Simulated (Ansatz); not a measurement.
Method: Ansatz 0.2.0, DFT PBE, scalar-relativistic, plane waves, PAW. Settings: cutoff 420 eV, Γ-centred meshes spaced at most about 0.3 Å⁻¹, and about 0.25 Å⁻¹ or finer for metals (2π included), Gaussian smearing. No spin polarisation.

All energies are static (0 K, no zero-point motion).

Two forms of ZnGa4O2 were relaxed alike.

A.

```cif
data_structure
_symmetry_space_group_name_H-M 'I-42m'
_symmetry_Int_Tables_number 121
_cell_length_a 4.3561
_cell_length_b 4.3561
_cell_length_c 12.4827
_cell_angle_alpha 90.000
_cell_angle_beta 90.000
_cell_angle_gamma 90.000
_cell_volume 236.86
loop_
_atom_site_label
_atom_site_type_symbol
_atom_site_symmetry_multiplicity
_atom_site_Wyckoff_symbol
_atom_site_fract_x
_atom_site_fract_y
_atom_site_fract_z
_atom_site_occupancy
Zn1 Zn 2 a 0.00000 0.00000 0.00000 1
Ga1 Ga 8 i 0.28837 0.71163 0.14222 1
O1 O 4 d 0.50000 0.00000 0.25000 1
```

B.

```cif
data_structure
_symmetry_space_group_name_H-M 'P-3m1'
_symmetry_Int_Tables_number 164
_cell_length_a 2.9958
_cell_length_b 2.9958
_cell_length_c 15.8180
_cell_angle_alpha 90.000
_cell_angle_beta 90.000
_cell_angle_gamma 120.000
_cell_volume 122.94
loop_
_atom_site_label
_atom_site_type_symbol
_atom_site_symmetry_multiplicity
_atom_site_Wyckoff_symbol
_atom_site_fract_x
_atom_site_fract_y
_atom_site_fract_z
_atom_site_occupancy
Zn1 Zn 1 a 0.00000 0.00000 0.00000 1
Ga1 Ga 2 d 0.66667 0.33333 0.85164 1
Ga2 Ga 2 d 0.33333 0.66667 0.57520 1
O1 O 2 c 0.00000 0.00000 0.62755 1
```

Problem. Which would you expect to be lower, and how large is the difference?

Solution. A is lower, by 52 meV/atom. A has space group I-42m (No. 121), 16.9 Å³/atom and no gap on its mesh; B has space group P-3m1 (No. 164), 17.6 Å³/atom and no gap. Counting Ga or Zn atoms around O (for each partner element, those within 1.25 times its shortest distance or 1.15 times the sum of covalent radii, where it is the nearest in units of that sum or under 1.3), A has O 4 and B has O 3. In A, Zn is surrounded by 4 Ga at 2.51 Å; Ga is surrounded by 2 O at 2.06 Å, 1 Zn at 2.51 Å and 1 Ga at 2.61 Å; O is surrounded by 4 Ga at 2.06 Å. In B, around Zn lie 6 Ga at 2.92 Å and 6 Zn at 3.00 Å; around Ga on its first site lie 3 Zn at 2.92 Å and 6 Ga at 3.00 Å; O is surrounded by 3 Ga at 1.92 Å; 1 more site not described. Both come from invented guesses.

Cells relaxed within their symmetry can be saddle points.
